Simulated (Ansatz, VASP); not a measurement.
## Mg: VASP beside Ansatz

```
CELL_PARAMETERS angstrom
-3.48144 0.00000 -3.48144
-3.48144 -3.48144 0.00000
-6.96288 3.48144 3.48144
ATOMIC_POSITIONS crystal
Mg 0.62500 0.62500 0.12500
Mg 0.12500 0.12500 0.62500
Mg 0.25000 0.25000 0.25000
Mg 0.75000 0.75000 0.75000
Mg 0.87500 0.87500 0.37500
Mg 0.37500 0.37500 0.87500
```

Alike in both runs: task single point; functional PBE; k mesh 6 × 6 × 6; occupations gaussian, width 0.2 eV; no spin polarisation.

```csv
,VASP,Ansatz
version,VASP 6.6.1,Ansatz 0.2.0
potentials or method,"VASP PAW PBE potentials, release 64 (Mg)","scalar-relativistic, plane waves, PAW"
plane-wave cutoff (eV),520,420
valence electrons in the cell,12,60
```

```csv
,VASP,Ansatz,Ansatz less VASP
gap on the k mesh at the Fermi level (eV),none,none,-
pressure (GPa),0.0,0.0,+0.06
rms of the force components (eV/Å),0.013,0.013,0.0000
```

A gap of «none» marks a metal or a gap that the smearing closes. The functional is the same, so the differences come from potentials, cutoffs and numerics. The two sets of potentials don't hold the same shells in valence.

Caveats: the real-space grid breaks the cell's symmetry a little (VASP).
